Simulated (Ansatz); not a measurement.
# Residual resistivity of an alloy: Ta(100) with 4 layers of random Ta-Rh, 2x2, part 2 of 2

Wanted: resistance against the alloy's length, first Ta(100) with 4 layers of random Ta-Rh, 2x2.

Ansatz 0.2.0; Ansatz plane-wave DFT, PBE, PAW files; ballistic transport by layer matching (Landauer), zero bias; PAW set soft_1.

So far. Step 3 (With 8 alloy layers): Over the solved energies the transmission per spin lies between 4.25 and 4.49, out of 10.3 channels of the lead on average (up to 10.5).

### Step 4. With 12 alloy layers

In 12 layers a share of 0.125 of the sites is given to Rh at random. A fresh draw is used; the growth of the resistance with length is what counts.

System of this step: Ta(100) with 12 layers of random Ta-Rh, 2x2. The cell holds 88 atoms: 82 Ta and 6 Rh. Cell: a = 6.605 Å, b = 6.605 Å, c = 36.328 Å, α = 90.0°, β = 90.0°, γ = 90.0°. It derives from Ta. Regions: lead, 40 atoms (40 Ta); scattering region, 48 atoms (42 Ta and 6 Rh). The structure is stacked along c, and the current runs across the ab planes.

File input.yaml:

```yaml
crystal:
  lattice:
    - [6.60512, 0.0, 0.0]
    - [0.0, 6.60512, 0.0]
    - [0.0, 0.0, 36.32816]
  atoms:
    - { symbol: Ta, position: [0.0, 0.0, 0.0227272727] }
    - { symbol: Ta, position: [0.0, 0.5, 0.0227272727] }
    - { symbol: Ta, position: [0.5, 0.0, 0.0227272727] }
    - { symbol: Ta, position: [0.5, 0.5, 0.0227272727] }
    - { symbol: Ta, position: [0.25, 0.25, 0.0681818182] }
    - { symbol: Ta, position: [0.25, 0.75, 0.0681818182] }
    - { symbol: Ta, position: [0.75, 0.25, 0.0681818182] }
    - { symbol: Ta, position: [0.75, 0.75, 0.0681818182] }
    - { symbol: Ta, position: [0.0, 0.0, 0.1136363636] }
    - { symbol: Ta, position: [0.0, 0.5, 0.1136363636] }
    - { symbol: Ta, position: [0.5, 0.0, 0.1136363636] }
    - { symbol: Ta, position: [0.5, 0.5, 0.1136363636] }
    - { symbol: Ta, position: [0.25, 0.25, 0.1590909091] }
    - { symbol: Ta, position: [0.25, 0.75, 0.1590909091] }
    - { symbol: Ta, position: [0.75, 0.25, 0.1590909091] }
    - { symbol: Ta, position: [0.75, 0.75, 0.1590909091] }
    - { symbol: Ta, position: [0.0, 0.0, 0.2045454545] }
    - { symbol: Ta, position: [0.0, 0.5, 0.2045454545] }
    - { symbol: Ta, position: [0.5, 0.0, 0.2045454545] }
    - { symbol: Ta, position: [0.5, 0.5, 0.2045454545] }
    - { symbol: Ta, position: [0.25, 0.25, 0.25] }
    - { symbol: Ta, position: [0.25, 0.75, 0.25] }
    - { symbol: Ta, position: [0.75, 0.25, 0.25] }
    - { symbol: Ta, position: [0.75, 0.75, 0.25] }
    - { symbol: Ta, position: [0.0, 0.0, 0.2954545455] }
    - { symbol: Ta, position: [0.0, 0.5, 0.2954545455] }
    - { symbol: Ta, position: [0.5, 0.0, 0.2954545455] }
    - { symbol: Ta, position: [0.5, 0.5, 0.2954545455] }
    - { symbol: Ta, position: [0.25, 0.25, 0.3409090909] }
    - { symbol: Ta, position: [0.25, 0.75, 0.3409090909] }
    - { symbol: Ta, position: [0.75, 0.25, 0.3409090909] }
    - { symbol: Ta, position: [0.75, 0.75, 0.3409090909] }
    - { symbol: Ta, position: [0.0, 0.0, 0.3863636364] }
    - { symbol: Rh, position: [0.0, 0.5, 0.3863636364] }
    - { symbol: Ta, position: [0.5, 0.0, 0.3863636364] }
    - { symbol: Ta, position: [0.5, 0.5, 0.3863636364] }
    - { symbol: Ta, position: [0.25, 0.25, 0.4318181818] }
    - { symbol: Ta, position: [0.25, 0.75, 0.4318181818] }
    - { symbol: Ta, position: [0.75, 0.25, 0.4318181818] }
    - { symbol: Rh, position: [0.75, 0.75, 0.4318181818] }
    - { symbol: Ta, position: [0.0, 0.0, 0.4772727273] }
    - { symbol: Ta, position: [0.0, 0.5, 0.4772727273] }
    - { symbol: Rh, position: [0.5, 0.0, 0.4772727273] }
    - { symbol: Ta, position: [0.5, 0.5, 0.4772727273] }
    - { symbol: Ta, position: [0.25, 0.25, 0.5227272727] }
    - { symbol: Rh, position: [0.25, 0.75, 0.5227272727] }
    - { symbol: Ta, position: [0.75, 0.25, 0.5227272727] }
    - { symbol: Ta, position: [0.75, 0.75, 0.5227272727] }
    - { symbol: Ta, position: [0.0, 0.0, 0.5681818182] }
    - { symbol: Ta, position: [0.0, 0.5, 0.5681818182] }
    - { symbol: Rh, position: [0.5, 0.0, 0.5681818182] }
    - { symbol: Ta, position: [0.5, 0.5, 0.5681818182] }
    - { symbol: Ta, position: [0.25, 0.25, 0.6136363636] }
    - { symbol: Ta, position: [0.25, 0.75, 0.6136363636] }
    - { symbol: Ta, position: [0.75, 0.25, 0.6136363636] }
    - { symbol: Ta, position: [0.75, 0.75, 0.6136363636] }
    - { symbol: Ta, position: [0.0, 0.0, 0.6590909091] }
    - { symbol: Rh, position: [0.0, 0.5, 0.6590909091] }
    - { symbol: Ta, position: [0.5, 0.0, 0.6590909091] }
    - { symbol: Ta, position: [0.5, 0.5, 0.6590909091] }
    - { symbol: Ta, position: [0.25, 0.25, 0.7045454545] }
    - { symbol: Ta, position: [0.25, 0.75, 0.7045454545] }
    - { symbol: Ta, position: [0.75, 0.25, 0.7045454545] }
    - { symbol: Ta, position: [0.75, 0.75, 0.7045454545] }
    - { symbol: Ta, position: [0.0, 0.0, 0.75] }
    - { symbol: Ta, position: [0.0, 0.5, 0.75] }
    - { symbol: Ta, position: [0.5, 0.0, 0.75] }
    - { symbol: Ta, position: [0.5, 0.5, 0.75] }
    - { symbol: Ta, position: [0.25, 0.25, 0.7954545455] }
    - { symbol: Ta, position: [0.25, 0.75, 0.7954545455] }
    - { symbol: Ta, position: [0.75, 0.25, 0.7954545455] }
    - { symbol: Ta, position: [0.75, 0.75, 0.7954545455] }
    - { symbol: Ta, position: [0.0, 0.0, 0.8409090909] }
    - { symbol: Ta, position: [0.0, 0.5, 0.8409090909] }
    - { symbol: Ta, position: [0.5, 0.0, 0.8409090909] }
    - { symbol: Ta, position: [0.5, 0.5, 0.8409090909] }
    - { symbol: Ta, position: [0.25, 0.25, 0.8863636364] }
    - { symbol: Ta, position: [0.25, 0.75, 0.8863636364] }
    - { symbol: Ta, position: [0.75, 0.25, 0.8863636364] }
    - { symbol: Ta, position: [0.75, 0.75, 0.8863636364] }
    - { symbol: Ta, position: [0.0, 0.0, 0.9318181818] }
    - { symbol: Ta, position: [0.0, 0.5, 0.9318181818] }
    - { symbol: Ta, position: [0.5, 0.0, 0.9318181818] }
    - { symbol: Ta, position: [0.5, 0.5, 0.9318181818] }
    - { symbol: Ta, position: [0.25, 0.25, 0.9772727273] }
    - { symbol: Ta, position: [0.25, 0.75, 0.9772727273] }
    - { symbol: Ta, position: [0.75, 0.25, 0.9772727273] }
    - { symbol: Ta, position: [0.75, 0.75, 0.9772727273] }
kpoints:
  mp_grid: { grid: [4, 4, 1] }
hamiltonian:
  xc: pbe
  pseudopotentials: { kind: paw, azcp: { folder: soft_1 } }
scf:
  occupations: { method: fermi_dirac, width: 0.1 }
output:
  transmission: { leads: [[0, 4]], kmesh: [8, 8], e_range: [-0.05, 0.05], de: 0.05 }
  write_potential: true
  write_density: true
  volumetric_format: npy
```

Started as:

```
ansatz run input.yaml --threads 4 --pin off --max-ram 15360MiB --backend cpu --events-out ev --progress --plain --runs-dir out
```

Numbers of over 12 decimals in the logs are rounded to 6 here.

The program printed:

```text
[...]
Crystal: 88 atoms, lattice volume = 1584.911 Å³
Basis set: ecut = 420 eV, 30897 PW (Γ)
Bands: 701, of which v1, the nominal top of the filled ones, is band 584 counted from 1 (583 counted from 0)
Symmetry: 1 space group operations
[...]
k-points: 10 of 16 (time reversal used)
[...]
SCF iter   1: F=—  HF=-853171.760895 eV  |F-HF|=—  |Δ(HF+E_count)|=         —  Δρ=2.25e-1  dr2=1.12e4  ethr=3.10e-3  ⟨swp⟩=6.6  Hψ=24529  notcnv=0  defer=66
[...]
SCF iter  12: F=-852949.509689 eV  HF=-852949.509689 eV  |F-HF|=6.17e-9  |Δ(HF+E_count)|=   7.22e-9  Δρ=6.00e-7  dr2=7.56e-9  ethr=8.56e-12  ⟨swp⟩=16.8  Hψ=30544  notcnv=0
SCF 1 converged in 12 iterations: F = -852949.509689 eV  dr2 = 7.56e-9
[...]
transmission: 228 of 2278 steps passed
transmission: 456 of 2278 steps passed
[...]
transmission: 2278 of 2278 steps passed
SCF converged after 12 iterations
Free energy (F): -852949.509689 eV
[...]
Internal energy: -852946.141443 eV  (E = F + TS)
E sigma→0 (E₀):  -852947.825566 eV
Entropy (-TS):   -3.368246 eV (-38.276 meV/atom)
Fermi energy:    18.436500 eV
[...]
--- Band table (eV; the first three rows and the last of 10) ---
  k-point 0: bands = [... 580 lower, 19.0695, 19.0717, 19.0759, 19.0775, 19.0814, 19.0868, 19.0964, 19.1127, ... 113 higher]
  k-point 1: bands = [... 580 lower, 18.6801, 18.7087, 18.7180, 18.7271, 18.7414, 18.7683, 18.7918, 18.7991, ... 113 higher]
  k-point 2: bands = [... 580 lower, 18.3150, 18.3202, 18.3223, 18.3593, 18.3810, 18.3871, 18.4149, 18.4267, ... 113 higher]
  k-point 9: bands = [... 580 lower, 17.7641, 17.7871, 17.8238, 17.8273, 17.8292, 17.8347, 17.8381, 17.8394, ... 113 higher]
--- Transmission ---
  basis      : 377 plane waves across, 67 finite elements along
  points     : 34, standing for a mesh of 8 x 8
[...]
channels       : 1.048438e1 a spin
[...]
junction   : crystal 0 to crystal 0, 0.95 to 35.63 Å
    transmission   : 3.655111e0 a spin
[...]
```

It took 42 min on 4 threads of Arm Neoverse V2, shared host; peak memory 9 GiB; 2.5 h of CPU time.

This step gave:

* free energy: -852949.5097 eV
* energy at zero smearing: -852947.8256 eV
* Fermi energy: 18.44 eV
* transmission per spin nearest the Fermi level: 3.655
* step of the lead's potential: 3.2 meV

Per spin. Table of transmission, zone mean by energy, zero at the Fermi level:

| energy (eV) | transmission, zone mean |
| --- | --- |
| -0.0500 | 3.65 |
| 0.0000 | 3.66 |
| 0.0500 | 3.59 |

Over the solved energies the transmission per spin lies between 3.59 and 3.66, out of 10.2 channels of the lead on average (up to 10.5).

### Step 5. The fit

This step: Ansatz plane-wave DFT, PBE, PAW files; ballistic transport by layer matching (Landauer), zero bias; residual resistivity from the slope of the area resistance, atoms on the host's lattice; PAW set soft_1 (Ansatz 0.2.0).

Numbers from this step:

```
resistivity           : 43.60 µΩ cm
intercept             : 0.1454 fΩ m²
scatter about the fit : 0.01368 fΩ m²
```

Resistance, by row:

| run | length (Å) | T | channels N | RA (fΩ m²) |
| --- | --- | --- | --- | --- |
| n4 | 6.605 | 5.775 | 10.21 | 0.4237 |
| n8 | 13.21 | 4.377 | 10.32 | 0.7408 |
| n12 | 19.82 | 3.63 | 10.21 | 0.9997 |

Area resistance against length of the alloy:

| length of the alloy (Å) | area resistance (fΩ m²) |
| --- | --- |
| 6.61 | 0.424 |
| 13.21 | 0.741 |
| 19.82 | 1.000 |

The area resistance goes from 0.42 to 1.00 fΩ m² between 6.6 and 19.8 Å, a slope of 44 µΩ cm.

By hand from the end points: (0.9997 − 0.4237) fΩ m² / (19.82 − 6.61) Å = 44 µΩ cm, since 1 fΩ m² per Å is 1000 µΩ cm.

### Step 6. What came out

| Property | Result |
| --- | --- |
| resistivity from the slope | 43.6 µΩ cm |
| area resistance over 6.61 Å | 0.424 fΩ m² |
| area resistance over 13.2 Å | 0.741 fΩ m² |
| area resistance over 19.8 Å | 1.000 fΩ m² |

What this shows: The slope gives 44 µΩ cm. The points scatter by 0.014 fΩ m² about the line, with one random draw a length in a 2x2 cell, so the slope is a rough value. The lead's own channel count moves between the runs (10.2, 10.3 and 10.2), which shifts RA and the slope too. Read with a model of isotropic scattering on a spherical Fermi surface and the lead's 1.8×10¹⁵ S/m², this slope means a mean free path near 9.6 Å; over these lengths the model's slope is within 3 % of its bulk resistivity. The draw over the shortest length came out nearly ordered, with 32 symmetry operations, so that point is a poor sample of a random alloy. The atoms sit on the host's lattice, so scattering by size misfit is left out. Spin-orbit coupling is left out, which matters for Ta.

[Logs are printed without paths, hosts, clocks, repeated set-up lines and the standing remarks that a program may print on its own settings, such as how far it seeks lower states.]

[Hosts, paths, dates, database ids (printed as entryN), source tags and the programs' standing remarks are cut or masked in the printed files.]
